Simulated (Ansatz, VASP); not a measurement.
## Zn: VASP beside Ansatz

```
Zn
1.0
    -1.52197    1.52197    1.52197
     1.52197   -1.52197    1.52197
     1.52197    1.52197   -1.52197
Zn
1
Direct
  0.00000 0.00000 0.00000
```

Change from the starting cell: strain -0.030 along x and y, -0.030 along z, atoms carried along.

Alike in both runs: task single point; functional LDA; k mesh 22 × 22 × 22; occupations gaussian, width 0.15 eV; no spin polarisation.

|  | VASP | Ansatz |
| --- | --- | --- |
| version | VASP 6.6.1 | Ansatz 0.2.0 |
| potentials or method | VASP PAW LDA potentials, release 64 (Zn) | scalar-relativistic, plane waves, PAW |
| plane-wave cutoff (eV) | 520 | 420 |
| valence electrons in the cell | 12 | 12 |

```tsv
	VASP	Ansatz	Ansatz less VASP
gap on the k mesh at the Fermi level (eV)	none	none	-
pressure (GPa)	-2.0	-2.5	-0.55
```

A gap of «none» marks a metal or a gap that the smearing closes.
